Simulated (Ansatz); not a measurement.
Input of an Ansatz 0.2.0 run:

The input input.yaml:

```yaml
crystal:
  lattice:
    - [5.196, 0.0, 0.0]
    - [-2.598, 4.4998679981, 0.0]
    - [0.0, 0.0, 2.911]
  atoms:
    - { symbol: Ta, position: [0.0, 0.0, 0.0] }
    - { symbol: Ta, position: [0.6666666667, 0.3333333333, 0.5] }
    - { symbol: Ta, position: [0.3333333333, 0.6666666667, 0.5] }
    - { symbol: "N", position: [0.0, 0.39285, 0.0] }
    - { symbol: "N", position: [0.60715, 0.60715, 0.0] }
    - { symbol: "N", position: [0.39285, 0.0, 0.0] }
hamiltonian:
  xc: pbesol
  pseudopotentials: { kind: paw_fr }
magnetization:
  noncollinear: true
  spin_orbit: true
kpoints:
  mp_grid: { grid: [6, 6, 9] }
  band_path:
    path:
      - [[0.0, 0.0, 0.0], [0.5, 0.0, 0.0], [0.3333333333, 0.3333333333, 0.0], [0.0, 0.0, 0.0], [0.0, 0.0, 0.5], [0.5, 0.0, 0.5], [0.3333333333, 0.3333333333, 0.5], [0.0, 0.0, 0.5]]
      - [[0.5, 0.0, 0.5], [0.5, 0.0, 0.0]]
      - [[0.3333333333, 0.3333333333, 0.0], [0.3333333333, 0.3333333333, 0.5]]
    npoints: 14
scf:
  occupations: { method: fermi_dirac, width: 0.05 }
  n_extra_bands: 15
output:
  forces: true
  stress: true
  eigenvalues: true
  fatbands: false
```

Potentials or basis: Ansatz PAW.

The run is started by

```console
$ ansatz run input.yaml --threads 2 --pin off --max-ram 5632MiB --backend cpu --events-out ev --progress --plain --runs-dir out
```

Q: Predict the pressure.

A: -4.1 GPa.

Q: What does it give for the band gap on the k mesh?

A: None (metal or under the smearing width).

Q: Predict the largest force.

A: 0.009 eV/Å.

Levels at the corners of the path, in eV from the Fermi level:
```tsv
point	band 51	band 52	band 53	band 54	band 55	band 56	band 57	band 58
Γ	-1.89	-1.89	-1.05	-1.05	-0.70	-0.70	0.49	0.49
M	-2.81	-2.81	-2.59	-2.59	1.21	1.21	1.74	1.74
K	-2.64	-2.64	-2.48	-2.48	1.22	1.22	1.61	1.61
Γ	-1.89	-1.89	-1.05	-1.05	-0.70	-0.70	0.49	0.49
A	-2.78	-2.78	1.74	1.74	1.87	1.87	2.07	2.07
L	-1.93	-1.93	-0.90	-0.90	0.55	0.55	1.39	1.39
H	-2.40	-2.40	-1.69	-1.69	2.44	2.44	2.45	2.45
A	-2.78	-2.78	1.74	1.74	1.87	1.87	2.07	2.07
L	-1.93	-1.93	-0.90	-0.90	0.55	0.55	1.39	1.39
M	-2.81	-2.81	-2.59	-2.59	1.21	1.21	1.74	1.74
K	-2.64	-2.64	-2.48	-2.48	1.22	1.22	1.61	1.61
H	-2.40	-2.40	-1.69	-1.69	2.44	2.44	2.45	2.45
```

Caveat: the pressure holds a Pulay correction of +0.5 GPa for the finite cutoff; the PAW data sets come from PBE, with cores solved anew for the run's functional, which leaves a small shift of forces and pressure.
